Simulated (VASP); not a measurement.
# Sn: convergence, surface energy

Sn, slab, 14 atoms in the cell. PBE; PAW potentials Sn_d (PBE set). VASP 6.6.1.

Wanted: surface energy within 0.02 J/m²; top spacing change within 0.8 % of the bulk spacing; face levels within 0.05 eV.

Crystal: Sn, Fd-3m; Vacuum (Å): 12; k-point spacing in the plane (1/Å): 0.25; Face: (1 1 0).

Face levels: vacuum level at each face, counted from the Fermi level.

The series start from free planes on each face: 2; EDIFFG: -0.02; SCF threshold EDIFF (eV): 1e-6; ionic algorithm: IBRION 2; LREAL: .FALSE.; Cutoff ENCUT (eV): 310; atomic planes: 4. Each series keeps the choices made before it, and each single choice may use up half of a tolerance. Times cover all steps of a run.

## EDIFFG

| EDIFFG | Surface energy (J/m²) | Top spacing change (% of the bulk spacing) | Face levels, largest deviation (eV) | Time (s) |
|---|---|---|---|---|
| -0.1 | 0.722 | 0.00 | 0.003 | 98 |
| -0.05 | 0.722 | 0.00 | 0.003 | 97 |
| -0.02 | 0.722 | 0.13 | 0.002 | 120 |
| -0.01 | 0.722 | 0.42 | 0.000 | 157 |
| -0.005 (reference) | 0.722 | 0.42 | 0.000 | 160 |

Chosen: -0.02, the loosest value from which every tighter one stays within half of the tolerance.

## SCF threshold EDIFF (eV)

| SCF threshold EDIFF (eV) | Surface energy (J/m²) | Top spacing change (% of the bulk spacing) | Face levels, largest deviation (eV) | Time (s) |
|---|---|---|---|---|
| 0.0001 | 0.722 | 0.04 | 0.004 | 101 |
| 1e-5 | 0.722 | 0.10 | 0.000 | 125 |
| 1e-6 | 0.722 | 0.13 | 0.001 | 120 |
| 1e-7 (reference) | 0.722 | 0.21 | 0.000 | 178 |

Chosen: 0.0001.

## Ionic algorithm

| Ionic algorithm | Surface energy (J/m²) | Top spacing change (% of the bulk spacing) | Face levels, largest deviation (eV) | Time (s) |
|---|---|---|---|---|
| IBRION 2 | 0.722 | 0.04 | 0.000 | 101 |
| IBRION 1 | 0.722 | 0.04 | 0.000 | 104 |
| IBRION 1, MAXMIX 40 | 0.722 | 0.04 | 0.001 | 105 |
| IBRION 2, POTIM 0.2 | 0.722 | 0.02 | 0.001 | 99 |
| IBRION 3 | 0.722 | 0.06 | 0.001 | 112 |

Chosen: IBRION 2; no other choice that stays within half of the tolerance saves 30 % of the time.

## LREAL

| LREAL | Surface energy (J/m²) | Top spacing change (% of the bulk spacing) | Face levels, largest deviation (eV) | Time (s) |
|---|---|---|---|---|
| .FALSE. | 0.722 | 0.04 | 0.000 | 101 |
| Auto | 0.722 | 0.04 | 0.000 | 116 |

Chosen: .FALSE..

## Cutoff ENCUT (eV)

| Cutoff ENCUT (eV) | Surface energy (J/m²) | Top spacing change (% of the bulk spacing) | Face levels, largest deviation (eV) | Time (s) |
|---|---|---|---|---|
| 240 | 0.722 | 0.04 | 0.001 | 62 |
| 280 | 0.722 | 0.04 | 0.001 | 99 |
| 310 | 0.722 | 0.04 | 0.000 | 101 |
| 360 (reference) | 0.721 | 0.04 | 0.000 | 159 |

Chosen: 240.

## Atomic planes

| Atomic planes | Surface energy (J/m²) | Top spacing change (% of the bulk spacing) | Face levels, largest deviation (eV) | Time (s) |
|---|---|---|---|---|
| 3 | 0.674 | -0.49 | 0.134 | 78 |
| 4 | 0.722 | 0.04 | 0.099 | 62 |
| 6 | 0.775 | 0.34 | 0.011 | 158 |
| 7 (reference) | 0.781 | 0.23 | 0.000 | 211 |

Chosen: 6.

Also changed on the way, by series that aren't shown: free planes on each face: 1.

## All choices together

| Input | Surface energy (J/m²) | Top spacing change (% of the bulk spacing) | Face levels, largest deviation (eV) | Time (s) |
|---|---|---|---|---|
| program defaults, thin vacuum, coarse mesh (naive) | 0.707 | -0.37 | 0.032 | 14 |
| chosen settings | 0.781 | 0.33 | 0.006 | 323 |
| reference settings throughout | 0.776 | 1.55 | 0.000 | 2778 |

The tolerance is missed in the top spacing change, so this input isn't good enough yet.

Values of the reference run: Face levels: 4.376, 4.376 eV.

3 cheaper combinations failed this check first and made the worst setting one step tighter.

## The input

INCAR.step1:
```
ALGO = Normal
EDIFF = 1E-5
ENCUT = 240
GGA = PE
ISMEAR = 1
KPAR = 8
LASPH = True
LCHARG = False
LREAL = False
LWAVE = False
NELM = 120
PREC = Accurate
SIGMA = 0.1
```

INCAR.step3, as INCAR.step1 but for:
```
+ DIPOL = 0.5 0.5 0.5
+ EDIFFG = -0.01
+ IBRION = 2
+ IDIPOL = 3
+ ISIF = 2
+ LDIPOL = True
+ LVACPOTAV = True
+ LVHAR = True
+ NSW = 80
```

KPOINTS.step1:
```
Automatic mesh
0
Gamma
  6 4 23
  0 0 0
```

KPOINTS.step2:
```
Automatic mesh
0
Gamma
  6 4 1
  0 0 0
```

POSCAR.step1:
```
Sn
1.0
    4.6935549347      0.0000000000      0.0000000000
    0.0000000000      6.6376890443      0.0000000000
    2.3467774673      3.3188445221      2.3467774673
Sn
2
Direct
    0.5000000000      0.7500000000      0.0000000000
    0.0000000000      0.0000000000      0.0000000000
```

POSCAR.step2:
```
Sn
1.0
    4.6935549347      0.0000000000      0.0000000000
    0.0000000000      6.6376890443      0.0000000000
    0.0000000000      0.0000000000     26.0806648061
Sn
14
Direct
    0.7500000000      0.0000000000      0.2300554853
    0.2500000000      0.2500000000      0.2300554853
    0.2500000000      0.5000000000      0.3200369902
    0.7500000000      0.7500000000      0.3200369902
    0.7500000000      0.0000000000      0.4100184951
    0.2500000000      0.2500000000      0.4100184951
    0.2500000000      0.5000000000      0.5000000000
    0.7500000000      0.7500000000      0.5000000000
    0.7500000000      0.0000000000      0.5899815049
    0.2500000000      0.2500000000      0.5899815049
    0.2500000000      0.5000000000      0.6799630098
    0.7500000000      0.7500000000      0.6799630098
    0.7500000000      0.0000000000      0.7699445147
    0.2500000000      0.2500000000      0.7699445147
```

POSCAR.step3:
```
Sn
1.0
    4.6935549347      0.0000000000      0.0000000000
    0.0000000000      6.6376890443      0.0000000000
    0.0000000000      0.0000000000     26.0806648061
Sn
14
Selective dynamics
Direct
    0.7500000000      0.0000000000      0.2300554853  T T T
    0.2500000000      0.2500000000      0.2300554853  T T T
    0.2500000000      0.5000000000      0.3200369902  F F F
    0.7500000000      0.7500000000      0.3200369902  F F F
    0.7500000000      0.0000000000      0.4100184951  F F F
    0.2500000000      0.2500000000      0.4100184951  F F F
    0.2500000000      0.5000000000      0.5000000000  F F F
    0.7500000000      0.7500000000      0.5000000000  F F F
    0.7500000000      0.0000000000      0.5899815049  F F F
    0.2500000000      0.2500000000      0.5899815049  F F F
    0.2500000000      0.5000000000      0.6799630098  F F F
    0.7500000000      0.7500000000      0.6799630098  F F F
    0.7500000000      0.0000000000      0.7699445147  T T T
    0.2500000000      0.2500000000      0.7699445147  T T T
```

Commands (each step's output is kept before the next begins):
```
cat potpaw_PBE.64/Sn_d/POTCAR > POTCAR
cp INCAR.step1 INCAR
cp KPOINTS.step1 KPOINTS
cp POSCAR.step1 POSCAR
mpirun -np 8 vasp_std > vasp.out
rm WAVECAR CHG
cp KPOINTS.step2 KPOINTS
cp POSCAR.step2 POSCAR
mpirun -np 8 vasp_std > vasp.out
rm WAVECAR CHG
cp INCAR.step3 INCAR
cp POSCAR.step3 POSCAR
mpirun -np 8 vasp_std > vasp.out
```

The chosen input took VASP 6.6.1 323 s on 8 cores (Intel Xeon Platinum 8559C (Emerald Rapids)), a shared host.

## An input that fails: ionic steps asked for in every step of the chain, without IBRION and POTIM

VASP's message: Fatal error! IBRION=0, but no entry for POTIM on file INCAR. MUST be specified!.

k-point spacing in the plane (1/Å): 0.25 becomes 0.9.

Changes against the starting input:
```
- ISMEAR = 1
+ ISMEAR = -5
+ NSW = 30
```
